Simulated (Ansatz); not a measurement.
Run on Ta (fcc type): DFT, PBE, all-electron LAPW, scalar-relativistic (Ansatz 0.2.0). This run: fcc relaxed under pressure.

The cell comes from a relaxation on PAW files under the same functional, begun from a prototype that needn't be the stable phase.

Command: `ansatz run input.yaml --threads 1 --pin off --max-ram 3584MiB --backend cpu --events-out ev --progress --plain --runs-dir out` It took 57 s on 1 thread of Intel(R) Xeon(R) Platinum 8488C (Sapphire Rapids), on a shared host, peak memory 0.51 GiB.

```yaml
crystal:
  lattice:
    - [0.0, 1.9771339765, 1.9771339765]
    - [1.9771339765, 0.0, 1.9771339765]
    - [1.9771339765, 1.9771339765, 0.0]
  atoms:
    - { symbol: Ta, position: [0.0, 0.0, 0.0] }
kpoints:
  mp_grid: { grid: [17, 17, 17] }
scf:
  occupations: { method: fermi_dirac, width: 0.08 }
hamiltonian:
  xc: pbe
  pseudopotentials: { kind: all_electron, lapw: { basis_error: 0.0005 } }
output:
  forces: true
  stress: true
  eigenvalues: true
relax:
  f_tol: 0.005
  max_steps: 12
  cell: { p_target: 54.0, stress_tol: 0.03 }
```

Output:

```
The last accepted step is kept in <dir> (removed where the run ends without a failure and the disk answers)
LAPW: plane waves up to 9.241 Å⁻¹, error target 5.0e-4 eV per atom; small_component_spin mean_spin; Ta in spheres of 1.356 Å, 43 of its electrons in bands, Dirac shells [] (how accurate: hamiltonian.pseudopotentials.lapw.basis_error, Limitations)
Engine: ansatz 0.2.0
Pseudopotentials: kind: all_electron
Pseudopotential: Ta, LAPW, valence charge 43, lapw/all_electron/scalar/gaussian/Ta, Koelling and Harmon's equation, gaussian nucleus
Functional definition: PBE
  parameter kappa = 0.804
  parameter beta = 0.06672455060314922
  exchange = pbe_x(kappa = kappa, mu = beta*pi^2/3)
  correlation = pbe_c(beta = beta)
Crystal: 1 atoms, lattice volume = 15.457 Å³
Basis set: ecut = 325.3475814404217 eV, 181 PW (Γ), exchange–correlation at level 2
Bands: 26, of which v1, the nominal top of the filled ones, is band 22 counted from 1 (21 counted from 0)
Symmetry: 48 space group operations
Space group: Fm-3m (ITA 225), of the structure as read, at distance tolerance 2.5e-5 Å
k-points: 165 of 4913
Non-local potential: Ta, projectors of the file, none
Initial density: superposition of atomic densities (chi_scale 0.1, normalization cell)
Initial wavefunctions: plane waves of lowest kinetic energy (no species holds an atomic orbital)
Functional: x = pbe(κ = 0.804, μ = 0.2195149727645171), c = pbe(β = 0.06672455060314922)
iter 1 solved again at ethr=1.85e-4 eV; its pass at ethr=1.00e-1 eV (dr2=7.97e-2 eV) is discarded
SCF iter   1: F=—  HF=-424568.520152 eV  |F-HF|=—  |Δ(HF+E_count)|=         —  Δρ=3.04e-2  dr2=8.00e-2  ethr=1.85e-4  ⟨swp⟩=2.9  Hψ=26640  notcnv=0
preconditioner: auto → Kerker (q_TF=auto, 3.236 Å⁻¹)  [metal: Δε(μ)=0.012 eV  Ē_g=25.153 eV  σ=0.080 eV  W_gap=0.04  n_scr=14 (ndim 8)  ℏωp=47.2 eV  f_vac=0.000  D(μ)=1.02/eV (n_scr^D=14)]
SCF iter   2: F=—  HF=-424568.412565 eV  |F-HF|=—  |Δ(HF+E_count)|=   1.08e-1  Δρ=1.72e-2  dr2=2.91e-2  ethr=1.85e-4  ⟨swp⟩=2.0  Hψ=13077  notcnv=0
SCF iter   3: F=—  HF=-424568.398422 eV  |F-HF|=—  |Δ(HF+E_count)|=   1.41e-2  Δρ=1.21e-2  dr2=1.58e-2  ethr=6.77e-5  ⟨swp⟩=2.0  Hψ=12852  notcnv=0
SCF iter   4: F=—  HF=-424568.393898 eV  |F-HF|=—  |Δ(HF+E_count)|=         —  Δρ=6.05e-3  dr2=4.63e-3  ethr=3.67e-5  ⟨swp⟩=2.0  Hψ=12848  notcnv=0
the basis was enlarged: its passes take 566.1 KiB over the memory plan, 1 of 1 planned eigensolver slots
iter 5 solved again at ethr=6.31e-7 eV; its pass at ethr=1.08e-5 eV (dr2=2.71e-4 eV) is discarded
SCF iter   5: F=—  HF=-424568.394322 eV  |F-HF|=—  |Δ(HF+E_count)|=   4.23e-4  Δρ=1.33e-3  dr2=2.71e-4  ethr=6.31e-7  ⟨swp⟩=2.0  Hψ=21718  notcnv=0
SCF iter   6: F=—  HF=-424568.394357 eV  |F-HF|=—  |Δ(HF+E_count)|=   3.52e-5  Δρ=4.04e-4  dr2=1.97e-5  ethr=6.30e-7  ⟨swp⟩=2.0  Hψ=12853  notcnv=0
SCF iter   7: F=—  HF=-424568.394356 eV  |F-HF|=—  |Δ(HF+E_count)|=   8.39e-7  Δρ=7.89e-5  dr2=9.40e-7  ethr=4.58e-8  ⟨swp⟩=2.0  Hψ=12853  notcnv=0
SCF iter   8: F=-424568.394356 eV  HF=-424568.394356 eV  |F-HF|=2.57e-8  |Δ(HF+E_count)|=   1.70e-7  Δρ=2.14e-5  dr2=5.97e-8  ethr=2.19e-9  ⟨swp⟩=2.0  Hψ=12853  notcnv=0
SCF 1 converged in 8 iterations: F = -424568.394356 eV  dr2 = 5.97e-8
relax step   1: F+E_penalty+E_count = -424568.39435579 eV  Δ(F+E_penalty+E_count) = +0.000e0 eV  max|allowed force component| = 0.000e0 eV/Å  Δτ_max = 0.0000 Å  P = +53.465 GPa  Ω = 15.457 Å³  (8 SCF iters, accepted)
Crystal: 1 atoms, lattice volume = 15.367 Å³
Basis set: ecut = 326.6207378773767 eV, 181 PW (Γ), exchange–correlation at level 2
Initial density: handed on by an earlier stage of this run
Initial wavefunctions: those handed on with the density
iter 1 solved again at ethr=6.30e-10 eV; its pass at ethr=1.00e-1 eV (dr2=2.71e-7 eV) is discarded
SCF iter   1: F=—  HF=-424568.363627 eV  |F-HF|=—  |Δ(HF+E_count)|=         —  Δρ=1.91e-4  dr2=3.23e-6  ethr=6.30e-10  ⟨swp⟩=5.3  Hψ=25331  notcnv=0
eigensolver tolerance schedule calibrated: the retry pair's looser diagonalisation under-reported the residual by θ = 0.92 (0.11/decade); ethr = c·dr2/N_el runs at the constant in force after the calibration composes with the one it found (an armed cap, an earlier calibration), c = 8.0e-2
preconditioner: auto → Kerker (q_TF=auto, 3.239 Å⁻¹)  [metal: Δε(μ)=0.024 eV  Ē_g=25.880 eV  σ=0.080 eV  W_gap=0.07  n_scr=14 (ndim 8)  ℏωp=47.4 eV  f_vac=0.000  D(μ)=1.06/eV (n_scr^D=14)]
SCF iter   2: F=—  HF=-424568.363623 eV  |F-HF|=—  |Δ(HF+E_count)|=   4.18e-6  Δρ=1.13e-4  dr2=1.34e-6  ethr=6.30e-10  ⟨swp⟩=3.0  Hψ=13294  notcnv=0
SCF iter   3: F=—  HF=-424568.363622 eV  |F-HF|=—  |Δ(HF+E_count)|=   6.46e-7  Δρ=4.30e-5  dr2=2.66e-7  ethr=6.30e-10  ⟨swp⟩=2.9  Hψ=13166  notcnv=0
SCF iter   4: F=—  HF=-424568.363622 eV  |F-HF|=—  |Δ(HF+E_count)|=   3.17e-7  Δρ=3.54e-5  dr2=1.89e-7  ethr=4.96e-10  ⟨swp⟩=2.0  Hψ=12852  notcnv=0
SCF iter   5: F=-424568.363622 eV  HF=-424568.363622 eV  |F-HF|=1.46e-9  |Δ(HF+E_count)|=   7.57e-9  Δρ=1.12e-5  dr2=2.12e-8  ethr=3.52e-10  ⟨swp⟩=2.0  Hψ=12852  notcnv=0
SCF 2 converged in 5 iterations: F = -424568.363622 eV  dr2 = 2.12e-8
relax step   2: F+E_penalty+E_count = -424568.36362188 eV  Δ(F+E_penalty+E_count) = +3.073e-2 eV  max|allowed force component| = 0.000e0 eV/Å  Δτ_max = 0.0000 Å  P = +55.617 GPa  Ω = 15.367 Å³  (5 SCF iters, rejected (line search))
Crystal: 1 atoms, lattice volume = 15.435 Å³
Basis set: ecut = 325.6644815710647 eV, 181 PW (Γ), exchange–correlation at level 2
iter 1 solved again at ethr=1.97e-10 eV; its pass at ethr=1.00e-1 eV (dr2=8.49e-8 eV) is discarded
[... lines left out ...]
SCF iter   2: F=—  HF=-424568.386792 eV  |F-HF|=—  |Δ(HF+E_count)|=   2.37e-6  Δρ=8.60e-5  dr2=8.15e-7  ethr=1.97e-10  ⟨swp⟩=3.0  Hψ=13329  notcnv=0
SCF iter   3: F=—  HF=-424568.386791 eV  |F-HF|=—  |Δ(HF+E_count)|=   3.37e-7  Δρ=3.35e-5  dr2=1.69e-7  ethr=1.97e-10  ⟨swp⟩=3.0  Hψ=13295  notcnv=0
SCF iter   4: F=—  HF=-424568.386791 eV  |F-HF|=—  |Δ(HF+E_count)|=   2.17e-7  Δρ=2.74e-5  dr2=1.18e-7  ethr=1.97e-10  ⟨swp⟩=2.0  Hψ=12852  notcnv=0
SCF iter   5: F=-424568.386791 eV  HF=-424568.386791 eV  |F-HF|=1.28e-9  |Δ(HF+E_count)|=   4.25e-9  Δρ=8.52e-6  dr2=1.25e-8  ethr=1.97e-10  ⟨swp⟩=2.0  Hψ=12852  notcnv=0
SCF 3 converged in 5 iterations: F = -424568.386791 eV  dr2 = 1.25e-8
relax step   3: F+E_penalty+E_count = -424568.38679126 eV  Δ(F+E_penalty+E_count) = +7.565e-3 eV  max|allowed force component| = 0.000e0 eV/Å  Δτ_max = 0.0000 Å  P = +53.997 GPa  Ω = 15.435 Å³  (5 SCF iters, accepted)
iter 1 solved again at ethr=4.76e-12 eV; its pass at ethr=1.00e-1 eV (dr2=2.05e-9 eV) is discarded
SCF iter   1: F=—  HF=-424568.386791 eV  |F-HF|=—  |Δ(HF+E_count)|=         —  Δρ=4.30e-6  dr2=2.26e-9  ethr=8.90e-12 (applied; sched 4.76e-12)  ⟨swp⟩=6.5  Hψ=30589  notcnv=0  reapply=47
preconditioner: auto → Kerker (q_TF=auto, 3.236 Å⁻¹)  [metal: Δε(μ)=0.016 eV  Ē_g=25.856 eV  σ=0.080 eV  W_gap=0.05  n_scr=14 (ndim 8)  ℏωp=47.3 eV  f_vac=0.000  D(μ)=1.06/eV (n_scr^D=14)]
SCF iter   2: F=-424568.386791 eV  HF=-424568.386791 eV  |F-HF|=2.33e-10  |Δ(HF+E_count)|=   1.83e-8  Δρ=3.20e-6  dr2=1.38e-9  ethr=6.40e-12 (applied; sched 4.76e-12)  ⟨swp⟩=2.0  Hψ=12852  notcnv=0
SCF 4 converged in 2 iterations: F = -424568.386791 eV  dr2 = 1.38e-9
relax step   4: F+E_penalty+E_count = -424568.38679125 eV  Δ(F+E_penalty+E_count) = +9.313e-9 eV  max|allowed force component| = 0.000e0 eV/Å  Δτ_max = 0.0000 Å  P = +53.997 GPa  Ω = 15.435 Å³  stress off target by 3.05e-3 GPa  SCF on the basis re-selected at this cell (its energy is not comparable with the rows above)  (2 SCF iters)
basis re-selected at this cell: Δ(F+E_penalty+E_count) = +9.313e-9 eV, ΔP = -0.000 GPa vs the last step (what re-selecting the basis moved, after the strain that the cell walked since its last selection, with what the two solves' SCF thresholds leave and, on support functions, any second-order correction that the steps lacked; it is no measure of the basis error at this ecutwfc). This SCF's stress stands 3.05e-3 GPa from its target on what of the cell is left free (relax.cell.stress_tol is 3.00e-2 GPa) and its largest allowed force component is 0.00e0 eV/Å (relax.f_tol is 5.00e-3 eV/Å): within both
SCF converged after 2 iterations
Free energy (F): -424568.386791 eV
Harris-Foulkes:  -424568.386791 eV  (|F-HF|=2.33e-10)
Internal energy: -424568.364337 eV  (E = F + TS)
E sigma→0 (E₀):  -424568.375564 eV
Entropy (-TS):   -0.022454 eV (-22.454 meV/atom)
Fermi energy:    29.811636 eV
--- Per-component energies (eV) ---
  E_band       = -3858.232763
  E_kinetic    = 473950.125104
  E_xc         = -8626.481964
  E_electrostatic = -889892.007477  (all electrons and nuclei)
  E_smearing   = -0.022454  (= −TS)
  E_closure    = 0.000000  (closes the sum)
  E_atoms      = -424559.369556  (free atoms, spherical and without spin; not in F)
  Σ components = -424568.386791   (vs F -424568.386791, Δ=0.00e0)
  Basis errors (estimates in eV, not in F): energy 1.2e-4 per atom: plane waves 1.0e-4 (5.3e-5 summed), levels above the bands 1.1e-71, relativity 3.6e-8, radial functions 2.0e-5, core shells 7.4e-8; eigenvalues (radial functions only) 5.2e-7; not estimated: angular momenta, meshes, grids; target (lapw.basis_error) 5.0e-4; muffin-tin radii Ta 1.355 Å
--- Forces (eV/Å), atoms counted from 1 ---
  atom   1  Ta    -0.00000000     0.00000000    -0.00000000
  max |Σ_I F_I| component: 7.23e-31 eV/Å
--- Stress (GPa, compression-positive) ---
       53.996949      -0.000000      -0.000000
       -0.000000      53.996949      -0.000000
       -0.000000      -0.000000      53.996949
  P = ⅓ Tr σ = 53.9969 GPa (539.969 kbar)
--- Band table (eV; the first three rows and the last of 165) ---
  k-point 0: bands = ["-364.5754", "-364.5754", "-364.5754", "-186.1364", "-186.1364", "-186.1183", "-186.1183", "-186.1183", "-37.4606", "-3.1304", "-3.1304", "-3.1304", "10.9080", "10.9360", "10.9360", "10.9360", "11.0415", "11.0415", "11.0415", "20.8932", "30.0819", "30.0819", "30.0819", "33.9744", "33.9744", "42.3374"]
  k-point 1: bands = ["-364.5754", "-364.5754", "-364.5754", "-186.1364", "-186.1364", "-186.1183", "-186.1183", "-186.1183", "-37.4537", "-3.2027", "-3.1389", "-3.1389", "10.9105", "10.9354", "10.9379", "10.9379", "11.0380", "11.0380", "11.0416", "21.0717", "29.9268", "30.1673", "30.1673", "33.8777", "33.8777", "42.7035"]
  k-point 2: bands = ["-364.5754", "-364.5754", "-364.5754", "-186.1364", "-186.1364", "-186.1183", "-186.1183", "-186.1183", "-37.4337", "-3.4061", "-3.1633", "-3.1633", "10.9169", "10.9348", "10.9433", "10.9433", "11.0281", "11.0281", "11.0420", "21.5791", "29.5435", "30.3850", "30.3850", "33.6665", "33.6665", "43.6354"]
  k-point 164: bands = ["-364.5754", "-364.5754", "-364.5754", "-186.1363", "-186.1363", "-186.1183", "-186.1183", "-186.1183", "-37.1828", "-4.4454", "-4.3266", "-3.8327", "10.9465", "10.9527", "10.9633", "10.9781", "10.9820", "10.9888", "11.0208", "26.2216", "28.1030", "28.6792", "32.2365", "37.7991", "41.4043", "42.7545"]
--- Relaxed structure (3 steps of the walk, 2 accepted, 1 SCFs on fresh bases) ---
  F+E_penalty+E_count = -424568.38679125 eV   max|allowed force component| = 0.000e0 eV/Å   (the final SCF, on the basis selected at the relaxed cell)
  cell:  # Å, volume = 15.4349 Å³
    - [8.916901057567283e-35, 1.9761717799017564, 1.9761717799017564]
    - [1.9761717799017564, -7.006136545231436e-35, 1.9761717799017564]
    - [1.9761717799017564, 1.9761717799017564, -6.369215041119491e-36]
  atoms:
    - { symbol: Ta, position: [0.0, 0.0, 0.0] }
```

Next run (bcc relaxed under pressure), as changes to the input before:

```diff
   lattice:
-    - [0.0, 1.9771339765, 1.9771339765]
-    - [1.9771339765, 0.0, 1.9771339765]
-    - [1.9771339765, 1.9771339765, 0.0]
+    - [-1.5562860692, 1.5562860692, 1.5562860692]
+    - [1.5562860692, -1.5562860692, 1.5562860692]
+    - [1.5562860692, 1.5562860692, -1.5562860692]
   atoms:
```

Results part of the output:

```
basis re-selected at this cell: Δ(F+E_penalty+E_count) = -3.783e-8 eV, ΔP = +0.000 GPa vs the last step (what re-selecting the basis moved, after the strain that the cell walked since its last selection, with what the two solves' SCF thresholds leave and, on support functions, any second-order correction that the steps lacked; it is no measure of the basis error at this ecutwfc). This SCF's stress stands 3.20e-3 GPa from its target on what of the cell is left free (relax.cell.stress_tol is 3.00e-2 GPa) and its largest allowed force component is 0.00e0 eV/Å (relax.f_tol is 5.00e-3 eV/Å): within both
SCF converged after 2 iterations
Free energy (F): -424568.648820 eV
Harris-Foulkes:  -424568.648820 eV  (|F-HF|=1.16e-10)
Internal energy: -424568.622999 eV  (E = F + TS)
E sigma→0 (E₀):  -424568.635910 eV
Entropy (-TS):   -0.025821 eV (-25.821 meV/atom)
Fermi energy:    30.136338 eV
--- Per-component energies (eV) ---
  E_band       = -3822.477621
  E_kinetic    = 473949.640835
  E_xc         = -8626.942625
  E_electrostatic = -889891.321209  (all electrons and nuclei)
  E_smearing   = -0.025821  (= −TS)
  E_closure    = 0.000000  (closes the sum)
  E_atoms      = -424559.369556  (free atoms, spherical and without spin; not in F)
  Σ components = -424568.648820   (vs F -424568.648820, Δ=0.00e0)
  Basis errors (estimates in eV, not in F): energy 1.4e-4 per atom: plane waves 1.2e-4 (6.3e-5 summed), levels above the bands 5.0e-63, relativity 5.1e-8, radial functions 2.0e-5, core shells 2.3e-7; eigenvalues (radial functions only) 5.7e-7; not estimated: angular momenta, meshes, grids; target (lapw.basis_error) 5.0e-4; muffin-tin radii Ta 1.307 Å
--- Forces (eV/Å), atoms counted from 1 ---
  atom   1  Ta    -0.00000000     0.00000000    -0.00000000
  max |Σ_I F_I| component: 2.96e-30 eV/Å
--- Stress (GPa, compression-positive) ---
       53.996797      -0.000000      -0.000000
       -0.000000      53.996797       0.000000
       -0.000000       0.000000      53.996797
  P = ⅓ Tr σ = 53.9968 GPa (539.968 kbar)
--- Band table (eV; the first three rows and the last of 165) ---
  k-point 0: bands = ["-363.7202", "-363.7202", "-363.7202", "-185.2793", "-185.2793", "-185.2615", "-185.2615", "-185.2615", "-36.6342", "-2.2278", "-2.2278", "-2.2278", "11.7657", "11.7657", "11.7657", "11.8690", "11.8690", "11.8690", "11.9407", "21.6209", "30.8131", "30.8131", "30.8131", "34.7526", "34.7526", "45.4567"]
  k-point 1: bands = ["-363.7202", "-363.7202", "-363.7202", "-185.2793", "-185.2793", "-185.2615", "-185.2615", "-185.2615", "-36.6259", "-2.3066", "-2.2508", "-2.2286", "11.7669", "11.7684", "11.7686", "11.8662", "11.8680", "11.8681", "11.9369", "21.8161", "30.6825", "30.7779", "31.0058", "34.5230", "34.7490", "45.6421"]
  k-point 2: bands = ["-363.7202", "-363.7202", "-363.7202", "-185.2793", "-185.2793", "-185.2615", "-185.2615", "-185.2615", "-36.6020", "-2.5282", "-2.3162", "-2.2309", "11.7703", "11.7763", "11.7770", "11.8584", "11.8645", "11.8657", "11.9272", "22.3703", "30.3293", "30.6235", "31.5763", "34.0894", "34.7535", "46.1237"]
  k-point 164: bands = ["-363.7202", "-363.7202", "-363.7202", "-185.2793", "-185.2793", "-185.2615", "-185.2615", "-185.2615", "-36.2074", "-3.6341", "-3.6197", "-3.6197", "11.7507", "11.8091", "11.8104", "11.8104", "11.8904", "11.8912", "11.8912", "25.1728", "25.2104", "37.8493", "37.8493", "38.4089", "40.2803", "41.3258"]
--- Relaxed structure (3 steps of the walk, 2 accepted, 1 SCFs on fresh bases) ---
  F+E_penalty+E_count = -424568.64881979 eV   max|allowed force component| = 0.000e0 eV/Å   (the final SCF, on the basis selected at the relaxed cell)
  cell:  # Å, volume = 15.0502 Å³
    - [-1.5553491861171351, 1.5553491861171351, 1.5553491861171351]
    - [1.5553491861171351, -1.5553491861171351, 1.5553491861171351]
    - [1.5553491861171351, 1.5553491861171351, -1.5553491861171351]
  atoms:
    - { symbol: Ta, position: [0.0, 0.0, 0.0] }
```

Next run (hcp relaxed under pressure), as changes to the input before:

```diff
   lattice:
-    - [-1.5562860692, 1.5562860692, 1.5562860692]
-    - [1.5562860692, -1.5562860692, 1.5562860692]
-    - [1.5562860692, 1.5562860692, -1.5562860692]
+    - [2.7253596797, 0.0, 0.0]
+    - [-1.3626798399, 2.3602307171, 0.0]
+    - [0.0, 0.0, 4.778474455]
   atoms:
-    - { symbol: Ta, position: [0.0, 0.0, 0.0] }
+    - { symbol: Ta, position: [0.3333333333, 0.6666666667, 0.25] }
+    - { symbol: Ta, position: [0.6666666667, 0.3333333333, 0.75] }
 kpoints:
-  mp_grid: { grid: [17, 17, 17] }
+  mp_grid: { grid: [16, 16, 9] }
 scf:
```

Command: `ansatz run input.yaml --threads 1 --pin off --max-ram 3584MiB --backend cpu --events-out ev --progress --plain --runs-dir out` It took 4.4 min on 1 thread of Intel(R) Xeon(R) Platinum 8488C (Sapphire Rapids) (shared host), peak memory 0.82 GiB.

Results part of the output:

```
basis re-selected at this cell: Δ(F+E_penalty+E_count) = +6.089e-8 eV, ΔP = +0.000 GPa vs the last step (what re-selecting the basis moved, after the strain that the cell walked since its last selection, with what the two solves' SCF thresholds leave and, on support functions, any second-order correction that the steps lacked; it is no measure of the basis error at this ecutwfc). This SCF's stress stands 6.57e-3 GPa from its target on what of the cell is left free (relax.cell.stress_tol is 3.00e-2 GPa) and its largest allowed force component is 1.02e-16 eV/Å (relax.f_tol is 5.00e-3 eV/Å): within both
SCF converged after 2 iterations
Free energy (F): -849136.696455 eV
Harris-Foulkes:  -849136.696455 eV  (|F-HF|=5.94e-9)
Internal energy: -849136.654006 eV  (E = F + TS)
E sigma→0 (E₀):  -849136.675231 eV
Entropy (-TS):   -0.042449 eV (-21.225 meV/atom)
Fermi energy:    30.035733 eV
--- Per-component energies (eV) ---
  E_band       = -7697.285819
  E_kinetic    = 947899.626622
  E_xc         = -17253.352346
[... lines left out ...]
  k-point 1: bands = ["-364.3487", "-364.3487", "-364.3487", "-364.3487", "-364.3338", "-364.3338", "-185.8982", "-185.8982", "-185.8982", "-185.8982", "-185.8977", "-185.8977", "-185.8977", "-185.8977", "-185.8730", "-185.8730", "-37.2347", "-37.0851", "-4.6772", "-3.1108", "-2.9630", "-2.9630", "-2.8034", "-2.8034", "11.1244", "11.1305", "11.1675", "11.1787", "11.1787", "11.1926", "11.1926", "11.2240", "11.2251", "11.2251", "11.2642", "11.2642", "11.2840", "11.2862", "21.2153", "24.3675", "29.1770", "30.4455", "30.4455", "30.5211", "31.2029", "31.2029", "33.5489", "33.5489", "36.3529", "36.3529", "41.9587", "42.6555"]
  k-point 2: bands = ["-364.3487", "-364.3487", "-364.3487", "-364.3487", "-364.3338", "-364.3338", "-185.8982", "-185.8982", "-185.8982", "-185.8982", "-185.8977", "-185.8977", "-185.8977", "-185.8977", "-185.8730", "-185.8730", "-37.2211", "-37.0991", "-4.5443", "-3.2692", "-2.9484", "-2.9484", "-2.8183", "-2.8183", "11.1231", "11.1289", "11.1745", "11.1759", "11.1759", "11.1881", "11.1881", "11.2197", "11.2329", "11.2329", "11.2639", "11.2639", "11.2842", "11.2860", "21.6285", "24.2978", "28.9882", "29.8563", "30.3995", "30.3995", "31.0271", "31.0271", "33.9652", "33.9652", "36.3091", "36.3091", "42.3442", "43.1017"]
  k-point 149: bands = ["-364.3487", "-364.3487", "-364.3487", "-364.3487", "-364.3338", "-364.3338", "-185.8982", "-185.8982", "-185.8982", "-185.8982", "-185.8977", "-185.8977", "-185.8977", "-185.8977", "-185.8730", "-185.8730", "-36.9483", "-36.9462", "-4.4342", "-4.4304", "-4.1477", "-4.0840", "-3.3495", "-3.3305", "11.1575", "11.1582", "11.1924", "11.1973", "11.2018", "11.2024", "11.2045", "11.2062", "11.2100", "11.2119", "11.2423", "11.2425", "11.2458", "11.2459", "26.6386", "26.6914", "27.5720", "27.8137", "29.4952", "29.5935", "31.6708", "32.0798", "36.3473", "36.6171", "41.0044", "41.1961", "42.5184", "42.9867"]
--- Relaxed structure (5 steps of the walk, 4 accepted, 1 SCFs on fresh bases) ---
  F+E_penalty+E_count = -849136.69645549 eV   max|allowed force component| = 1.018e-16 eV/Å   (the final SCF, on the basis selected at the relaxed cell)
  cell:  # Å, volume = 30.6900 Å³
    - [2.7235668300370177, 2.8848502413059338e-11, 0.0]
    - [-1.3617834150434924, 2.3586780637022877, 0.0]
    - [0.0, 0.0, 4.77739084941893]
  atoms:
    - { symbol: Ta, position: [0.3333333333333333, 0.6666666666666666, 0.24999999999999994] }
    - { symbol: Ta, position: [0.6666666666666665, 0.3333333333333333, 0.7499999999999999] }
```

Spin–orbit coupling is left out, which matters for the heavy atoms.
